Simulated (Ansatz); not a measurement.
## Molecular dynamics of Cu$_{16}$HCl

Input:

```yaml
accuracy: low
crystal:
  lattice:
    - [7.22, 0.0, 0.0]
    - [0.0, 5.105311, 0.0]
    - [0.0, 0.0, 16.828983]
  atoms:
    - { symbol: Cu, position: [0.25, 0.25, 0.0594213] }
    - { symbol: Cu, position: [0.75, 0.25, 0.0594213] }
    - { symbol: Cu, position: [0.25, 0.75, 0.0594213] }
    - { symbol: Cu, position: [0.75, 0.75, 0.0594213] }
    - { symbol: Cu, position: [8.079e-05, 0.0005972, 0.12573627] }
    - { symbol: Cu, position: [0.49917066, -0.00021485, 0.12575367] }
    - { symbol: Cu, position: [-0.00040016, 0.49983006, 0.12872537] }
    - { symbol: Cu, position: [0.49902957, 0.50039894, 0.12559243] }
    - { symbol: Cu, position: [0.2496002, 0.25095156, 0.21010704] }
    - { symbol: Cu, position: [0.74533047, 0.249998, 0.20885546] }
    - { symbol: Cu, position: [0.25003121, 0.74962199, 0.20995561] }
    - { symbol: Cu, position: [0.7442292, 0.75068724, 0.20921801] }
    - { symbol: Cu, position: [-0.0044324, -0.00100595, 0.27316951] }
    - { symbol: Cu, position: [0.49712008, 0.00187666, 0.2781121] }
    - { symbol: Cu, position: [-0.00878246, 0.50189676, 0.27796637] }
    - { symbol: Cu, position: [0.49884184, 0.499136, 0.27779329] }
    - { symbol: Cl, position: [1.10048614, 0.42912095, 0.4187453] }
    - { symbol: H, position: [1.2525774, 0.37828104, 0.37608929] }
basis:
  ecutwfc: 420.0
kpoints:
  mp_grid: { grid: [2, 3, 1] }
hamiltonian:
  xc: pbe
  dispersion: d3bj
  pseudopotentials: { kind: paw, azcp: { folder: soft_1 } }
scf:
  occupations: { method: fermi_dirac, width: 0.15 }
  lower_state_search: "off"
md:
  timestep: 0.75
  n_steps: 100
  ensemble: nvt_langevin
  temperature: 500.0
  initial_velocities: maxwell_boltzmann
  seed: 170520
  friction: 0.02
  constraints: [{ sites: [0, 1, 2, 3] }]
```

Run as:

```bash
$ ansatz run input.yaml --threads 4 --pin off --max-ram 10240MiB --backend cpu --events-out ev --progress --plain --runs-dir out
```

It starts from a partly relaxed structure (largest force component 0.08 eV/Å).

Output, in part (step lines):

```
md step     0: t =     0.00 fs  T =   500.0 K  F+E_penalty+E_count = -107097.78938405 eV  E_kin = 0.904820 eV  (15 SCF iters)
[... lines left out ...]
```

The steps, from the saved trajectory:

```tsv
time (fs)	T (K)	potential energy less start (eV)
0	500	0.000
2.25	595	0.072
4.5	621	0.092
6.75	678	0.041
9	585	0.120
11.25	521	0.184
13.5	581	0.213
15.75	556	0.214
18	483	0.256
20.25	428	0.331
22.5	322	0.353
24.75	259	0.383
27	216	0.451
29.25	254	0.488
31.5	288	0.467
33.75	325	0.411
36	377	0.400
38.25	369	0.468
40.5	433	0.420
42.75	400	0.430
45	301	0.490
47.25	281	0.527
49.5	290	0.533
51.75	277	0.517
54	292	0.486
56.25	326	0.533
58.5	337	0.593
60.75	401	0.524
63	398	0.531
65.25	324	0.593
67.5	268	0.624
69.75	253	0.628
72	336	0.597
74.25	312	0.564
```

All steps were run. The mean temperature of the second half is 34 % below the set value. A run of 0.075 ps of so small a system gives no equilibrium averages. Limits of this set-up: coarse k mesh, thin slab, slab without dipole correction, a typed lattice constant that wasn't relaxed here, low accuracy level.

Mean squared displacements from the first frame to the last: Cu 0.01 Å², Cl 0.09 Å², H 0.07 Å².

Last frame:

```xyz
18
Lattice="7.2200 0.0000 0.0000 0.0000 5.1053 0.0000 0.0000 0.0000 16.8290" Properties=species:S:1:pos:R:3
Cu 1.805 1.276 1.000
Cu 5.415 1.276 1.000
Cu 1.805 3.829 1.000
Cu 5.415 3.829 1.000
Cu -0.011 0.128 2.060
Cu 3.549 0.018 2.224
Cu -0.037 2.659 2.212
Cu 3.759 2.655 2.148
Cu 1.786 1.246 3.546
Cu 5.433 1.260 3.540
Cu 1.825 3.852 3.455
Cu 5.366 3.924 3.543
Cu 0.081 -0.071 4.601
Cu 3.498 -0.025 4.825
Cu -0.110 2.391 4.501
Cu 3.578 2.465 4.647
Cl 7.856 2.063 6.786
H 8.992 1.731 6.162
```

Run time: 26 min on 4 threads of Arm Neoverse V1, with other jobs on the host, peak memory 1.9 GiB.
